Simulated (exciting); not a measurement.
CdTe:

```
Te Cd
1.0
     0.00000    3.20500    3.20500
     3.20500    0.00000    3.20500
     3.20500    3.20500    0.00000
Te Cd
1 1
Direct
  0.75000 0.75000 0.75000
  0.00000 0.00000 0.00000
```

Base run:

* Program: exciting (release sodium)
* Functional: PBE
* Potentials or basis: all-electron LAPW+lo, shipped species files, valence relativity iora*
* rgkmax: 9
* k mesh: 7 × 7 × 7
* Occupations: fermi-dirac, width 0.05 eV
* Spin: no spin polarisation

Its results: band gap on the k mesh 0.87 eV, direct.

**Question.** The run is repeated on the same cell with these changes: k mesh from 7 × 7 × 7 to 5 × 5 × 5; spin from no spin polarisation to spin-orbit coupling, no magnetisation. What comes out?

**Answer.** Band gap on the k mesh 0.59 eV, direct.

Several settings changed at once, so the effect can't be laid on one alone.

Caveats: the tetrahedron DOS on this energy grid can lose part of the weight of narrow d or f bands (some runs); spin-orbit coupling is left out, which moves the levels of the heavy elements (some runs).
